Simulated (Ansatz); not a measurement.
## I under changes of volume

One of the cells (40.553 Å³/atom); the others are scaled copies at fixed shape and fractional positions:

```
I
1.0
     0.00000    2.36560    3.90984
     2.19225    0.00000    3.90984
     2.19225    2.36560    0.00000
I
1
Direct
  0.00000 0.00000 0.00000
```

```yaml
Program: Ansatz 0.2.0
Functional: r2SCAN50
Potentials_or_basis: Ansatz PAW
Cutoff: "500 eV (not typed: the program's choice for these potentials)"
k_mesh: 5 × 5 × 5
Occupations: fermi-dirac, width 0.05 eV
Spin: no spin polarisation
```

| volume (Å³/atom) | energy over the lowest point (meV/atom) | pressure (GPa) |
| --- | --- | --- |
| 38.120 | 0.00 | -0.5 |
| 38.931 | 4.42 | -1.2 |
| 39.742 | 12.12 | -1.8 |
| 40.553 | 22.71 | -2.4 |
| 41.364 | 35.83 | -2.8 |
| 42.175 | 51.15 | -3.2 |
| 42.986 | ? | ? |

Q: What does the run at 42.986 Å³/atom give?

A: Energy over the lowest point 68.38 meV/atom; pressure -3.6 GPa.

Worked out: A Birch-Murnaghan fit of order 3 (a polynomial in V^(-2/3)) to the other rows has its minimum at 37.58 Å³/atom, just outside them, with B0 = V·E''(V) = 37 GPa and B' = 5.1 at fixed shape and positions, which overstates the stiffness. It gives 68.41 meV/atom at 42.986 Å³/atom, against the run's 68.38, and -dE/dV = -3.6 GPa, against -3.6.

Energies are extrapolated to zero smearing.

Caveats: all runs use coarse meshes; an odd number of electrons without spin polarisation forces a metal; a magnetic or distorted state may lie lower; the PAW data sets come from PBE, with cores solved anew for the run's functional, which leaves a small shift of forces and pressure; the thresholds are loose for stress.
